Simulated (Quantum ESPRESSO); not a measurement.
Crystal: HfC.

```xyz
2
Lattice="0.0000 2.3250 2.3250 2.3250 0.0000 2.3250 2.3250 2.3250 0.0000" Properties=species:S:1:pos:R:3 pbc="T T T"
Hf    2.3250    2.3250    2.3250
C     0.0000    0.0000    0.0000
```

Base run:

| Item | Value |
| --- | --- |
| Program | Quantum ESPRESSO 7.5 |
| Functional | PBE |
| Potentials or basis | SSSP 1.3 efficiency PBE |
| Cutoff | 816 eV |
| Density cutoff | 5987 eV |
| k mesh | 10 × 10 × 10 |
| Occupations | fermi-dirac, width 0.05 eV |
| Spin | no spin polarisation |
| Hubbard terms | Hf d U = 6 eV |

Its results: band gap on the k mesh none (metal or under the smearing width); pressure 11.2 GPa.

Task: The run is repeated on the same cell with these changes: hubbard terms from Hf d U = 6 eV to Hf d U = 1 eV. What comes out?

Result: Band gap on the k mesh none (metal or under the smearing width); pressure 2.0 GPa.

Caveats: U without spin polarisation on a metal has little footing; the U is typed as a test and isn't derived for this compound.
